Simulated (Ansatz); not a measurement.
Crystal: ZrB2.

```
CELL_PARAMETERS angstrom
3.17000 0.00000 0.00000
-1.58500 2.74530 0.00000
0.00000 0.00000 3.53300
ATOMIC_POSITIONS crystal
Zr 0.00000 0.00000 0.00000
B 0.66667 0.33333 0.50000
B 0.33333 0.66667 0.50000
```

Base run:

* Program: Ansatz 0.2.0
* Functional: PBEsol
* Potentials or basis: all-electron LAPW, non-relativistic
* Cutoff: 255 eV
* Density cutoff: 1020 eV
* Basis error allowed: 0.002 eV/atom
* k mesh: 10 × 10 × 8
* Occupations: fermi-dirac, width 0.05 eV
* Spin: no spin polarisation

Its results: pressure -2.8 GPa.

Q: After a change of settings the same cell gave: pressure -4.1 GPa. Which change was it?
A. functional from PBEsol to PBE; potentials or basis from all-electron LAPW, non-relativistic to all-electron LAPW, scalar-relativistic
B. potentials or basis from all-electron LAPW, non-relativistic to all-electron LAPW, scalar-relativistic; hubbard terms from none to Zr d U = 2 eV
C. potentials or basis from all-electron LAPW, non-relativistic to all-electron PAW datasets made for the crystal
D. functional from PBEsol to LDA; potentials or basis from all-electron LAPW, non-relativistic to all-electron LAPW, scalar-relativistic

A: C.

Caveats: relativity is left out, which matters for the heavier elements (some runs).

Not every run made on this cell is shown here.
